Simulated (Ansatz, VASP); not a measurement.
**One calculation of Be, two programs**

```
CELL_PARAMETERS angstrom
3.93274 0.00000 0.00000
0.00000 3.93274 0.00000
0.00000 0.00000 3.93274
ATOMIC_POSITIONS crystal
Be 0.50000 0.74685 0.00000
Be 0.00000 0.50000 0.25315
Be 0.74685 0.00000 0.50000
Be 0.50000 0.25315 0.00000
Be 0.00000 0.50000 0.74685
Be 0.25315 0.00000 0.50000
Be 0.50000 0.50000 0.50000
```

Alike in both runs: functional PBE; k mesh 10 × 10 × 10; occupations gaussian, width 0.1 eV; no spin polarisation.

Ansatz relaxed the structure, and its values are those at the end. VASP's run is a single point on that final structure, the one shown.

|  | VASP | Ansatz |
| --- | --- | --- |
| version | VASP 6.6.1 | Ansatz 0.2.0 |
| potentials or method | VASP PAW PBE potentials, release 64 (Be) | scalar-relativistic, plane waves, PAW |
| plane-wave cutoff (eV) | 520 | 420 |
| valence electrons in the cell | 14 | 14 |

```tsv
	VASP	Ansatz	Ansatz less VASP
gap on the k mesh at the Fermi level (eV)	none	none	-
pressure (GPa)	0.1	0.0	-0.13
rms of the force components (eV/Å)	0.004	0.000	-0.0038
```

A gap of «none» marks a metal or a gap that the smearing closes. The functional is the same, so the differences come from potentials, cutoffs and numerics.
